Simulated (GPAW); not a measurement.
The system is Fe2Ge.

```
Ge Fe
1.0
     4.16363    0.00000    0.00000
    -2.08182    3.60581    0.00000
     0.00000    0.00000    2.62647
Ge Fe
1 2
Direct
  0.00000 0.00000 0.00000
  0.33333 0.66667 0.50000
  0.66667 0.33333 0.50000
```

The cell comes from a database or a generator and needn't be the stable form of this composition.

* Program: GPAW 26.7.0
* Task: relaxation of cell and atoms
* Functional: PBEsol
* Dispersion: D3
* Potentials or basis: PAW data sets generated in the run's folder for this functional
* Cutoff: 600 eV
* Basis: pw
* k mesh: 5 × 5 × 7
* Occupations: fermi-dirac, width 0.05 eV
* Spin: collinear spin, ferromagnetic start
* Starting moments: [0.0, 3.0, 3.0] μB

At the start: pressure -9.8 GPa; volume 13.14 Å³/atom.

Q: How do energy, volume and symmetry change on relaxing?

A: Over 7 steps the energy falls by 33.0 meV/atom and the volume is 12.04 Å³/atom (-8.4 %); space group P6/mmm (No. 191, to 0.05 Å); moment 4.09 μB per cell.

Step by step:
```tsv
step	energy change (eV)	largest force (eV/Å)	pressure (GPa)	volume (Å³)
1	0.0000	0.0000	-9.82	39.43
2	-0.0256	0.0000	-8.59	38.98
3	-0.0979	0.0000	0.23	36.19
4	-0.0984	0.0000	0.09	36.22
5	-0.1003	0.0000	-0.40	36.30
6	-0.1000	0.0000	-0.30	36.22
7	-0.0991	0.0000	-0.16	36.11
```

Final structure:
```yaml
crystal:
  lattice:
    - [4.01292, 0.00000, 0.00000]
    - [-2.00646, 3.47529, 0.00000]
    - [0.00000, 0.00000, 2.58921]
  atoms:
    - { symbol: Ge, position: [0.00000, 0.00000, 0.00000] }
    - { symbol: Fe, position: [0.33333, 0.66667, 0.50000] }
    - { symbol: Fe, position: [0.66667, 0.33333, 0.50000] }
```

Caveat: each step starts from the last one's moments, so a moment once lost doesn't come back; later steps reuse the first step's grids; pairwise dispersion overbinds metals, which lowers pressure and volume.
